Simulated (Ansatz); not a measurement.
**Ge in Ansatz: the effect of target pressure**

Crystal: Ge.

```
CELL_PARAMETERS angstrom
0.00000 2.88574 5.11566
2.63050 0.00000 5.11566
2.63050 2.88574 0.00000
ATOMIC_POSITIONS crystal
Ge 0.72649 0.27351 0.72649
Ge 0.27351 0.72649 0.27351
Ge 0.21813 0.21813 0.78187
Ge 0.78187 0.78187 0.21813
```

This isn't the form of Ge at room conditions, which is diamond.

Alike in all runs:

```yaml
Program: Ansatz 0.2.0
Task: relaxation of cell and atoms
Functional: PBEsol
Potentials_or_basis: Ansatz PAW
Cutoff: "420 eV (not typed: the program's choice for these potentials)"
k_mesh: 7 × 7 × 7
Occupations: fermi-dirac, width 0.05 eV
Spin: no spin polarisation
```

Each run relaxes the cell or the atoms first.

```csv
target pressure,relaxed volume (Å³/atom)
0 GPa,18.38
2 GPa,17.93
5 GPa,17.36
10 GPa,16.58
20 GPa,?
30 GPa,14.63
```

**Question.** What does the run with target pressure 20 GPa give?

**Answer.** Relaxed volume 15.45 Å³/atom.

Worked out: In Murnaghan's law V^(-B') rises as a straight line in P. The other rows fit best with B' = 4.3, V0 = 18.38 Å³/atom and B0 = 77 GPa, which gives 15.45 Å³/atom at 20 GPa, against the run's 15.45.

Caveats: the plane-wave basis is chosen anew once the cell has moved, so the energies of steps on either side of that aren't comparable; the PAW data sets come from PBE, with cores solved anew for the run's functional, which leaves a small shift of forces and pressure; the volume moved by over 15 % at a fixed basis, so the end points are rough (some runs).
